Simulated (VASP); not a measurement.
Runs of VASP 6.6.1 on CaF2 (Fluorite). It takes space group Fm-3m (No. 225, cubic). Conventional cell: a = 5.462 Å, b = 5.462 Å, c = 5.462 Å, α = 90.00°, β = 90.00°, γ = 90.00°. Ca (site symmetry m-3m) has 8 F at 2.37 Å as nearest neighbours. Around F (site symmetry -43m) lie 4 Ca at 2.37 Å. 

| level | potentials or basis | gap on the mesh (eV) |
| --- | --- | --- |
| TB-mBJ | VASP PAW PBE potentials, release 64 (Ca_sv, F) | (a) |
| LDA | VASP PAW LDA potentials, release 64 (Ca_sv, F) | 6.90 |
| r2SCAN | VASP PAW PBE potentials, release 64 (Ca_sv, F) | 7.95 |
| PBEsol | VASP PAW PBE potentials, release 64 (Ca_sv, F) | 7.09 |

Alike in all rows: task band structure; no spin polarisation; cell as given; k mesh 8 × 8 × 8; cutoff (eV) 520; smearing gaussian 0.02 eV.

Task: Fill in the values left out.

Result: (a) 10.24.

